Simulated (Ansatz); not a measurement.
# What DFT gives for Co

```xyz
5
Lattice="2.4474 4.2138 -0.0016 -2.4349 4.2067 0.0008 -0.0020 -0.0004 3.9328" Properties=species:S:1:pos:R:3 pbc="T T T"
Co    0.0642    4.0717    2.1333
Co    1.1487    2.1954    1.9893
Co    1.2815    6.1545    1.8918
Co    0.0636    2.8339    0.0496
Co   -0.0079    5.6487    3.8942
```

Single point in Ansatz 0.2.0 with m-r2SCAN, with U_eff = 2.49 eV on Co d (all-electron-ortho-atomic projectors), no spin polarisation. Cutoff 500 eV, PAW datasets, 4×4×5 (shifted by 0.5, 0.5, 0 steps) k mesh, gaussian filling (width 0.0111 eV).

- At the Fermi level: It is a metal, with about 8.2 states/eV a cell as the mean within 0.25 eV of the Fermi level, mostly Co d (92 %).
- Stress: The pressure is -13.6 GPa (compression positive), so with the atoms held at these fractions the cell would first shrink; the forces are large, so a full relaxation may end otherwise. The principal stresses -16.6, -12.6, -11.6 GPa differ, so its shape would change too.
- Contacts: Co–Co at 2.17 Å: least valence density 0.59 e/Å³ and ELF 0.27 there. These are pseudo-fields; inside the PAW spheres they differ from the all-electron ones.
- Forces: The largest is on Co1: 1.61 eV/Å, components (-0.05, 1.52, -0.53). It makes 144° with the line to a nearest neighbour, Co2 at 2.17 Å, pointing away from it.

Origin: a cell with a point defect, so it need not be a known compound. Caveats: no spin polarisation, so a magnetic state may lie lower; the k mesh is coarse if the cell is a metal; atoms or cell far from equilibrium; m-r2SCAN is r2SCAN with a changed spin dependence that lowers moments.
